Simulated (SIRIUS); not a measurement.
**HfO2 under changes of volume**

One of the cells (11.375 Å³/atom); the others are scaled copies at fixed shape and fractional positions:

```xyz
3
Lattice="0.0000 2.5744 2.5744 2.5744 0.0000 2.5744 2.5744 2.5744 0.0000" Properties=species:S:1:pos:R:3 pbc="T T T"
Hf    0.0000    0.0000    0.0000
O     3.8617    3.8617    3.8617
O     1.2872    1.2872    1.2872
```

Measurements of this composition are mostly on another form, of space group No. 14.

- Program: SIRIUS 7.12.0
- Functional: PBEsol
- Potentials or basis: PseudoDojo 0.4.1 PBEsol standard (scalar relativistic)
- Cutoff: 1152 eV
- Density cutoff: 4606 eV
- k mesh: 9 × 9 × 9
- Occupations: fermi-dirac, width 0.05 eV
- Spin: no spin polarisation

```csv
volume (Å³/atom),energy over the lowest point (meV/atom),pressure (GPa),gap on the mesh (eV)
10.483,0.00,1.8,3.92
10.706,1.35,-3.7,3.86
10.929,10.03,-8.7,3.81
11.375,?,?,?
11.598,72.72,-20.7,3.64
11.821,103.76,-23.9,3.59
```

Q: What does the run at 11.375 Å³/atom give?

A: Energy over the lowest point 46.36 meV/atom; pressure -17.1 GPa; gap on the mesh 3.70 eV.

Worked out: A Birch-Murnaghan fit of order 3 (a polynomial in V^(-2/3)) to the other rows has its minimum at 10.55 Å³/atom with B0 = V·E''(V) = 269 GPa and B' = 4.3. It gives 46.37 meV/atom at 11.375 Å³/atom, against the run's 46.36, and -dE/dV = -17.1 GPa, against -17.1. A straight line through the other rows of the gap, of slope -2.76 eV per unit of ln V, gives 3.70 eV, against the run's 3.70.

Energies are extrapolated to zero smearing.

Caveats: spin-orbit coupling is left out, which moves the levels of the heavy elements; an odd mesh through Γ misses points on the zone boundary, where band edges often lie.
